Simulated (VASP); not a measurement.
Write the native input for VASP 6.6.1 that does the following.

```yaml
Task: band structure
Functional: PBE
Potentials_or_basis: VASP PAW PBE potentials, release 64 (W_sv)
Cutoff: 520 eV
k_mesh: 9 × 9 × 9
Occupations: fermi-dirac, width 0.05 eV
Spin: spin-orbit coupling, no magnetisation
Further_INCAR_settings: ALGO = Fast; EDIFF = 1e-06
```

The system is W.

```
CELL_PARAMETERS angstrom
-1.58234 1.58234 1.58234
1.58234 -1.58234 1.58234
1.58234 1.58234 -1.58234
ATOMIC_POSITIONS crystal
W 0.00000 0.00000 0.00000
```

One way to write it, as run:

POSCAR

```
W
1.0
   -1.5823450000      1.5823450000      1.5823450000
    1.5823450000     -1.5823450000      1.5823450000
    1.5823450000      1.5823450000     -1.5823450000
W
1
Direct
    0.0000000000      0.0000000000      0.0000000000
```

INCAR.step1

```
SYSTEM = W
PREC = Accurate
ENCUT = 520
EDIFF = 1E-6
ISMEAR = -1
SIGMA = 0.05
LREAL = .False.
LASPH = .True.
NELM = 80
ALGO = Fast
ISIF = 2
LWAVE = .False.
LCHARG = .True.
MAGMOM = 0 0 0
LORBIT = 11
LSORBIT = .True.
GGA_COMPAT = .False.
LMAXMIX = 4
GGA = PE
```

KPOINTS.step1

```
regular mesh
0
Gamma
  9 9 9
  0 0 0
```

INCAR.step2

```
SYSTEM = W
PREC = Accurate
ENCUT = 520
EDIFF = 1E-6
ISMEAR = 0
SIGMA = 0.05
LREAL = .False.
LASPH = .True.
NELM = 80
ALGO = Fast
ISIF = 2
LWAVE = .False.
LCHARG = .False.
MAGMOM = 0 0 0
LORBIT = 11
LSORBIT = .True.
GGA_COMPAT = .False.
LMAXMIX = 4
GGA = PE
ICHARG = 11
```

KPOINTS.step2

```
path GHNGPH,PN
20
line-mode
reciprocal
 0.0000000000  0.0000000000  0.0000000000  G
 0.5000000000 -0.5000000000  0.5000000000  H

 0.5000000000 -0.5000000000  0.5000000000  H
 0.0000000000  0.0000000000  0.5000000000  N

 0.0000000000  0.0000000000  0.5000000000  N
 0.0000000000  0.0000000000  0.0000000000  G

 0.0000000000  0.0000000000  0.0000000000  G
 0.2500000000  0.2500000000  0.2500000000  P

 0.2500000000  0.2500000000  0.2500000000  P
 0.5000000000 -0.5000000000  0.5000000000  H

 0.2500000000  0.2500000000  0.2500000000  P
 0.0000000000  0.0000000000  0.5000000000  N
```

Potentials or basis: VASP PAW PBE potentials, release 64 (W_sv).

The run is started by

```console
$ cat potpaw_PBE.64/W_sv/POTCAR > POTCAR
$ cp INCAR.step1 INCAR
$ cp KPOINTS.step1 KPOINTS
$ mpirun -np 1 vasp_ncl > vasp.out
$ cp INCAR.step2 INCAR
$ cp KPOINTS.step2 KPOINTS
$ mpirun -np 1 vasp_ncl > vasp.out
```

Wall time 31 s on 1 thread of Intel(R) Xeon(R) 6975P-C (Granite Rapids) (shared host), peak memory 0.2 GiB.
